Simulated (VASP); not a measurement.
# ZrS (Fm-3m) in VASP: notebook

The runs below take ZrS through relaxation of cell and atoms, single point, with PBEsol.

Everything below comes from runs of VASP 6.6.1. Logs are shortened: lines on timing, memory, paths and dates and some standing lists are left out, and cuts for length are marked.

### 1 The crystal as given

It takes space group Fm-3m (No. 225, cubic). Conventional cell: a = 5.250 Å, b = 5.250 Å, c = 5.250 Å, α = 90.00°, β = 90.00°, γ = 90.00°. Zr (site symmetry m-3m) has 6 S at 2.62 Å as nearest neighbours. S (site symmetry m-3m) is surrounded by 6 Zr at 2.62 Å.

### 2 Relaxation of cell and atoms, PBEsol

Contents of INCAR:

```
PREC     = Accurate       # precision mode
ENCUT    = 600            # plane-wave cutoff, eV
EDIFF    = 1E-6           # SCF threshold, eV
ISMEAR   = 0              # smearing method
SIGMA    = 0.1            # smearing width, eV
LREAL    = False          # projectors in reciprocal space
LASPH    = True           # aspherical terms in the spheres
NELM     = 60             # most SCF steps
ALGO     = Normal         # electronic algorithm
ISIF     = 3              # what is computed and relaxed
LWAVE    = False          # write WAVECAR
LCHARG   = False          # write CHGCAR
GGA      = PS             # functional
IBRION   = 2              # ionic algorithm
NSW      = 100            # ionic steps
EDIFFG   = -0.005         # ionic threshold
```

Contents of KPOINTS:

```
Automatic mesh
0
Gamma
  14 14 14
```

Contents of POSCAR:

```
ZrS
1.0
    0.0000000000      2.6250000000      2.6250000000
    2.6250000000      0.0000000000      2.6250000000
    2.6250000000      2.6250000000      0.0000000000
Zr S
1 1
Direct
    0.0000000000      0.0000000000      0.0000000000
    0.5000000000      0.5000000000      0.5000000000
```

Potentials or basis: VASP PAW PBE potentials, release 64 (Zr_sv, S).

Launch:

```sh
$ cat potpaw_PBE.64/Zr_sv/POTCAR potpaw_PBE.64/S/POTCAR > POTCAR
$ mpirun -np 1 vasp_std > vasp.out
```

OUTCAR:

```text
PREC = Accurate
   ENCUT = 600
   EDIFF = 1E-6
   ISMEAR = 0
   LREAL = False
   LASPH = True
   NELM = 60
   ISIF = 3
   GGA = PS
   IBRION = 2
   NSW = 100
   EDIFFG = -0.005

 ion  position               nearest neighbor table
   1  0.000  0.000  0.000-   2 2.62   2 2.62   2 2.62   2 2.62   2 2.62   2 2.62
   2  0.500  0.500  0.500-   1 2.62   1 2.62   1 2.62   1 2.62   1 2.62   1 2.62

  LATTYP: Found a face centered cubic cell.
 ALAT       =     5.2500000000

  Lattice vectors:

 A1 = (   0.0000000000,   2.6250000000,   2.6250000000)
 A2 = (   2.6250000000,   0.0000000000,   2.6250000000)
 A3 = (   2.6250000000,   2.6250000000,   0.0000000000)

Analysis of symmetry for initial positions (statically):
=====================================================================
 Subroutine PRICEL returns:
 Original cell was already a primitive cell.

 Routine SETGRP: Setting up the symmetry group for a
 face centered cubic supercell.

 Subroutine GETGRP returns: Found 48 space group operations
 (whereof 48 operations were pure point group operations)
 out of a pool of 48 trial point group operations.

The static configuration has the point symmetry O_h .

Analysis of symmetry for dynamics (positions and initial velocities):
=====================================================================
 Subroutine PRICEL returns:
 Original cell was already a primitive cell.

 Routine SETGRP: Setting up the symmetry group for a
 face centered cubic supercell.

 Subroutine GETGRP returns: Found 48 space group operations
 (whereof 48 operations were pure point group operations)
 out of a pool of 48 trial point group operations.

The dynamic configuration has the point symmetry O_h .

 Subroutine INISYM returns: Found 48 space group operations
 (whereof 48 operations are pure point group operations),
 and found     1 'primitive' translations

----------------------------------------------------------------------------------------

                                     Primitive cell

  volume of cell :      36.1758

  direct lattice vectors                    reciprocal lattice vectors
     0.000000000  2.625000000  2.625000000    -0.190476190  0.190476190  0.190476190
     2.625000000  0.000000000  2.625000000     0.190476190 -0.190476190  0.190476190
     2.625000000  2.625000000  0.000000000     0.190476190  0.190476190 -0.190476190

  length of vectors
     3.712310601  3.712310601  3.712310601     0.329914440  0.329914440  0.329914440

  position of ions in fractional coordinates (direct lattice)
     0.000000000  0.000000000  0.000000000
     0.500000000  0.500000000  0.500000000

  ion indices of the primitive-cell ions
   primitive index   ion index
                 1           1
                 2           2

----------------------------------------------------------------------------------------

 KPOINTS: Automatic mesh

Automatic generation of k-mesh.
 Grid dimensions read from file:
 generate k-points for:   14   14   14

 Generating k-lattice:

  Cartesian coordinates                     Fractional coordinates (reciprocal lattice)
    -0.013605442  0.013605442  0.013605442     0.071428571  0.000000000  0.000000000
     0.013605442 -0.013605442  0.013605442     0.000000000  0.071428571  0.000000000
     0.013605442  0.013605442 -0.013605442     0.000000000  0.000000000  0.071428571

  Length of vectors
     0.023565317  0.023565317  0.023565317

  Shift w.r.t. Gamma in fractional coordinates (k-lattice)
     0.000000000  0.000000000  0.000000000

 Subroutine IBZKPT returns following result:
 ===========================================

 Found    104 irreducible k-points:

 Following reciprocal coordinates:
            Coordinates               Weight
  0.000000  0.000000  0.000000      1.000000
  0.071429  0.000000  0.000000      8.000000
  0.142857  0.000000  0.000000      8.000000
  0.214286  0.000000  0.000000      8.000000
  0.285714  0.000000  0.000000      8.000000
  0.357143  0.000000  0.000000      8.000000
[... 16 lines left out ...]
  0.214286  0.142857  0.000000     24.000000
  0.285714  0.142857  0.000000     24.000000
 [... further k-points ...]
   k-points           NKPTS =    104   k-points in BZ     NKDIM =    104   number of bands    NBANDS=     13
   number of dos      NEDOS =    301   number of ions     NIONS =      2
   total plane-waves  NPLWV =  27000
   dimension x,y,z NGX =    30 NGY =   30 NGZ =   30
   dimension x,y,z NGXF=    60 NGYF=   60 NGZF=   60
   ions per type =               1   1
   NGX,Y,Z   is equivalent  to a cutoff of  13.43, 13.43, 13.43 a.u.
   NGXF,Y,Z  is equivalent  to a cutoff of  26.87, 26.87, 26.87 a.u.
 SYSTEM =  unknown system
   PREC   = accura    normal or accurate (medium, high low for compatibility)
   ISTART =      0    job   : 0-new  1-cont  2-samecut
   ICHARG =      2    charge: 1-file 2-atom 10-const
   ISPIN  =      1    spin polarized calculation?
   LNONCOLLINEAR =      F non collinear calculations
   LSORBIT =      F    spin-orbit coupling
   LASPH  =      T    aspherical Exc in radial PAW
   ENCUT  =  600.0 eV  44.10 Ry    6.64 a.u.   7.41  7.41  7.41*2*pi/ulx,y,z
   NELM   =     60;   NELMIN=  2; NELMDL= -5     # of ELM steps
   EDIFF  = 0.1E-05   stopping-criterion for ELM
   LREAL  =      F    real-space projection
   EDIFFG = -.5E-02   stopping-criterion for IOM
   NSW    =    100    number of steps for IOM
   IBRION =      2    ionic relax: 0-MD 1-quasi-New 2-CG
   NFREE  =      1    steps in history (QN), initial steepest desc. (CG)
   ISIF   =      3    stress and relaxation
   ISYM   =      2    0-nonsym 1-usesym 2-fastsym
   POTIM  = 0.5000    time-step for ionic-motion
   TEBEG  =    0.0;   TEEND  =   0.0 temperature during run
   PSTRESS=    0.0 pullay stress
   NELECT =      18.0000    total number of electrons
   NUPDOWN=      -1.0000    fix difference up-down
   EMIN   =  10.00;   EMAX   =-10.00  energy-range for DOS
   EFERMI =   0.00;   METHOD = LEGACY
   ISMEAR =     0;   SIGMA  =   0.10  broadening in eV -4-tet -1-fermi 0-gaus
   EFERMI_NEDOS =   21; number of points for ismear=-14 and -15
   IALGO  =     38    algorithm
   IMIX   =      4    mixing-type and parameters
     AMIX     =   0.40;   BMIX     =  1.00
     AMIX_MAG =   1.60;   BMIX_MAG =  1.00
  volume/ion in A,a.u.               =      18.09       122.06
  Fermi-wavevector in a.u.,A,eV,Ry     =   1.297258  2.451462 22.896950  1.682878
  Thomas-Fermi vector in A             =   2.428662
   LORBIT       =      0    0 simple, 1 ext, 2 COOP (PROOUT), +10 PAW based schemes
   GGA     = PS    functional components
   LHFCALC =     F    Hartree Fock is set to
   AEXX    =    0.0000 exact exchange contribution
   IVDW    =     0    specifies the selected vdW correction
   LEPSILON=     F    determine dielectric tensor
   LRPA    =     F    only Hartree local field effects (RPA)
 conjugate gradient relaxation of ions
 non-spin polarized calculation
 Gauss-broadening in eV      SIGMA  =   0.10
  energy-cutoff  :      600.00
  volume of cell :       36.18
 maximum number of plane-waves:      1243
 NGX is ok and might be reduce to    30
   NGX = 15   NGY = 15   NGZ = 15

--------------------------------------- Ionic step        1  -------------------------------------------

 number of electron      17.9999999 magnetization

 Free energy of the ion-electron system (eV)
  ---------------------------------------------------
  ext. energy  EPLUGINS =         0.00000000
  ---------------------------------------------------
  free energy    TOTEN  =       -16.48012762 eV

  energy without entropy =      -16.47245884  energy(sigma->0) =      -16.47629323

------------------------ aborting loop because EDIFF is reached ----------------------------------------

  FORCE on cell =-STRESS in cart. coord.  units (eV):
  Direction    XX          YY          ZZ          XY          YZ          ZX
  --------------------------------------------------------------------------------------
  -------------------------------------------------------------------------------------
  Total       -1.4015198     -1.4015198     -1.4015198     -0.0000000      0.0000000      0.0000000
  in kB      -62.0714502    -62.0714502    -62.0714502     -0.0000000      0.0000000      0.0000000
  external PRESSURE =     -62.0714502 kB  Pullay stress =       0.0000000 kB
[... 129 lines left out ...]
  energy  without entropy=      -16.5061466777  energy(sigma->0) =      -16.50976984

--------------------------------------- Ionic step        5  -------------------------------------------

 number of electron      18.0000000 magnetization

 Free energy of the ion-electron system (eV)
  ---------------------------------------------------
  ext. energy  EPLUGINS =         0.00000000
  ---------------------------------------------------
  free energy    TOTEN  =       -16.51339348 eV

  energy without entropy =      -16.50614119  energy(sigma->0) =      -16.50976733

 E-fermi :  11.1911     XC(G=0): -11.6837

 val. band max:       11.1846424100   @ k =  -0.2857   0.0714   0.0000
 cond. band min:      11.2078093668   @ k =   0.2857   0.0000   0.0000
 fundamental gap:      0.0231669568
 Fermi energy:        11.1910842778

 k-point     1 :       0.0000    0.0000    0.0000
  band No.  band energies     occupation
      1     -38.5983      2.00000
      2     -16.5974      2.00000
      3     -16.5974      2.00000
      4     -16.5974      2.00000
      5      -4.8463      2.00000
      6       7.6638      2.00000
      7       7.6638      2.00000
      8       7.6638      2.00000
      9       9.7188      2.00000
     10       9.7188      2.00000
     11       9.7188      2.00000
     12      10.4443      2.00000
     13      10.4443      2.00000
[... 353 lines left out ...]
 k-point    24 :       0.2857    0.1429    0.0000
  band No.  band energies     occupation
      1     -38.5785      2.00000
      2     -16.8053      2.00000
      3     -16.6443      2.00000
      4     -16.6373      2.00000
      5      -4.0417      2.00000
      6       4.5462      2.00000
      7       6.1007      2.00000
      8       6.3701      2.00000
      9       9.4067      2.00000
     10      11.4097      0.00199
     11      11.8708      0.00000
     12      12.5468      0.00000
     13      13.6167      0.00000

 [... further k-points ...]

------------------------ aborting loop because EDIFF is reached ----------------------------------------

  FORCE on cell =-STRESS in cart. coord.  units (eV):
  Direction    XX          YY          ZZ          XY          YZ          ZX
  --------------------------------------------------------------------------------------
  -------------------------------------------------------------------------------------
  Total       -0.0009332     -0.0009332     -0.0009332     -0.0000000     -0.0000000      0.0000000
  in kB       -0.0432852     -0.0432852     -0.0432852     -0.0000000     -0.0000000      0.0000000
  external PRESSURE =      -0.0432852 kB  Pullay stress =       0.0000000 kB
[... 17 lines left out ...]
  FREE ENERGIE OF THE ION-ELECTRON SYSTEM (eV)
  ---------------------------------------------------
  free  energy   TOTEN  =       -16.5133934768 eV

  energy  without entropy=      -16.5061411889  energy(sigma->0) =      -16.50976733

 reached required accuracy - stopping structural energy minimisation
```

Wall time 98 s (1 thread of Intel Xeon Platinum 8559C (Emerald Rapids), shared host); peak memory 0.22 GiB.

Results:

```
Free energy                            : -16.5134 eV
Relaxed volume                         : 17.27 Å³/atom
Relaxed cell                           : a = 3.656 Å, b = 3.656 Å, c = 3.656 Å, α = 60.00°, β = 60.00°, γ = 60.00°
Space group after relaxing (to 0.05 Å) : Fm-3m (No. 225)
Energy gained by relaxing              : 16.6 meV/atom
Ionic steps                            : 5
Pressure after relaxing                : 0.0 GPa
```

Step by step:
```csv
step,energy change (eV),largest force (eV/Å),pressure (GPa),volume (Å³)
1,0.0000,0.0000,-6.21,36.18
2,0.0202,0.0000,9.49,32.63
3,-0.0333,0.0000,-0.09,34.55
4,-0.0333,0.0000,0.05,34.52
5,-0.0333,0.0000,0.00,34.54
```

Final structure:
```
Zr S
1.0
     0.00000    2.58487    2.58487
     2.58487    0.00000    2.58487
     2.58487    2.58487    0.00000
Zr S
1 1
Direct
  0.00000 0.00000 0.00000
  0.50000 0.50000 0.50000
```

Caveat: the bands computed are all filled at some k points, so no gap is given; the PAW data sets were made with another functional, which shifts forces and pressure a little.

### 3 Single point, PBEsol

This run uses another cell than the first one, of 17.23 Å³/atom, 0.953 times its volume.

Contents of INCAR:

```
SYSTEM = ZrS
PREC = Accurate ; ENCUT = 520
EDIFF = 1E-7 ; ISMEAR = 0
SIGMA = 0.1 ; LREAL = .FALSE.
LASPH = .TRUE. ; NELM = 100
ALGO = Normal ; ISIF = 2
LWAVE = .FALSE. ; LCHARG = .TRUE.
GGA = PS ; LELF = .TRUE.
LVHAR = .TRUE. ; NBANDS = 16
```

Contents of KPOINTS:

```
Automatic mesh
0
G
  14 14 14
  0 0 0
```

Contents of POSCAR:

```
ZrS
1.0
    0.0000000000     -2.5830753504     -2.5830753504
    2.5830753504      0.0000000000     -2.5830753504
    2.5830753504     -2.5830753504      0.0000000000
Zr S
1 1
Direct
    0.0000000000      0.0000000000      0.0000000000
    0.5000000000      0.5000000000      0.5000000000
```

Potentials or basis: VASP PAW PBE potentials, release 64 (Zr_sv, S).

Launch:

```sh
$ cat potpaw_PBE.64/Zr_sv/POTCAR potpaw_PBE.64/S/POTCAR > POTCAR
$ mpirun -np 1 vasp_std > vasp.out
```

Run time: 45 s. Hardware: 1 thread of Intel Xeon Platinum 8488C (Sapphire Rapids), shared host; peak memory 0.19 GiB.

It converged, with:

* Free energy: -16.5125 eV
* Pressure: 0.2 GPa
* Band gap on the k mesh: none (metal or under the smearing width)

Levels at points of the mesh, in eV from the Fermi level:
| k point | band 6 | band 7 | band 8 | band 9 | band 10 | band 11 | band 12 | band 13 |
| --- | --- | --- | --- | --- | --- | --- | --- | --- |
| (0.00, 0.00, 0.00) | -3.53 | -3.53 | -3.53 | -1.48 | -1.48 | -1.48 | -0.75 | -0.75 |
| (0.50, 0.00, 0.00) | -8.28 | -6.16 | -6.16 | 1.57 | 1.57 | 1.91 | 1.94 | 5.93 |
| (0.50, 0.50, 0.00) | -6.34 | -4.49 | -4.49 | -3.70 | 0.53 | 2.55 | 2.55 | 3.00 |

Caveat: the PAW data sets were made with another functional, which shifts forces and pressure a little.

### 4 Relaxation of cell and atoms, PBEsol

Contents of INCAR:

```
PREC     = Accurate       # precision mode
ENCUT    = 600            # plane-wave cutoff, eV
EDIFF    = 1E-6           # SCF threshold, eV
ISMEAR   = 0              # smearing method
SIGMA    = 0.1            # smearing width, eV
LREAL    = False          # projectors in reciprocal space
LASPH    = True           # aspherical terms in the spheres
NELM     = 100            # most SCF steps
ALGO     = Normal         # electronic algorithm
ISIF     = 3              # what is computed and relaxed
LWAVE    = False          # write WAVECAR
LCHARG   = False          # write CHGCAR
GGA      = PS             # functional
IBRION   = 2              # ionic algorithm
NSW      = 100            # ionic steps
EDIFFG   = -0.005         # ionic threshold
```

Contents of KPOINTS:

```
Automatic mesh
0
Gamma
  14 14 14
```

Contents of POSCAR:

```
ZrS
1.0
    0.0000000000     -2.6250000000     -2.6250000000
    2.6250000000      0.0000000000     -2.6250000000
    2.6250000000     -2.6250000000      0.0000000000
Zr S
1 1
Direct
    0.0000000000      0.0000000000      0.0000000000
    0.5000000000      0.5000000000      0.5000000000
```

Launch:

```sh
$ cat potpaw_PBE.64/Zr_sv/POTCAR potpaw_PBE.64/S/POTCAR > POTCAR
$ mpirun -np 1 vasp_std > vasp.out
```

Run time: 2.9 min. Hardware: 1 thread of Intel Xeon Platinum 8488C (Sapphire Rapids), shared host; peak memory 0.22 GiB.

Results (log left out):

```yaml
Free_energy: -16.5134 eV
Relaxed_volume: 17.27 Å³/atom
Relaxed_cell: a = 3.656 Å, b = 3.656 Å, c = 3.656 Å, α = 60.00°, β = 60.00°, γ = 60.00°
Space_group_after_relaxing_to_0.05_Å: Fm-3m (No. 225)
Energy_gained_by_relaxing: 16.6 meV/atom
Ionic_steps: 5
Pressure_after_relaxing: 0.0 GPa
```

Step by step:
| step | energy change (eV) | largest force (eV/Å) | pressure (GPa) | volume (Å³) |
| --- | --- | --- | --- | --- |
| 1 | 0.0000 | 0.0000 | -6.21 | 36.18 |
| 2 | 0.0202 | 0.0000 | 9.49 | 32.63 |
| 3 | -0.0333 | 0.0000 | -0.09 | 34.55 |
| 4 | -0.0333 | 0.0000 | 0.05 | 34.52 |
| 5 | -0.0333 | 0.0000 | 0.00 | 34.54 |

Final structure:
```
CELL_PARAMETERS angstrom
0.00000 -2.58487 -2.58487
2.58487 0.00000 -2.58487
2.58487 -2.58487 0.00000
ATOMIC_POSITIONS crystal
Zr 0.00000 0.00000 0.00000
S 0.50000 0.50000 0.50000
```

Levels at points of the mesh, in eV from the Fermi level:
| k point | band 7 | band 8 | band 9 | band 10 | band 11 | band 12 |
| --- | --- | --- | --- | --- | --- | --- |
| (0.00, 0.00, 0.00) | -3.53 | -3.53 | -1.47 | -1.47 | -1.47 | -0.75 |
| (0.50, 0.00, 0.00) | -6.15 | -6.15 | 1.57 | 1.57 | 1.91 | 1.93 |
| (0.50, 0.50, 0.00) | -4.49 | -4.49 | -3.69 | 0.52 | 2.54 | 2.54 |

Caveat: the bands computed are all filled at some k points, so no gap is given; the PAW data sets were made with another functional, which shifts forces and pressure a little.
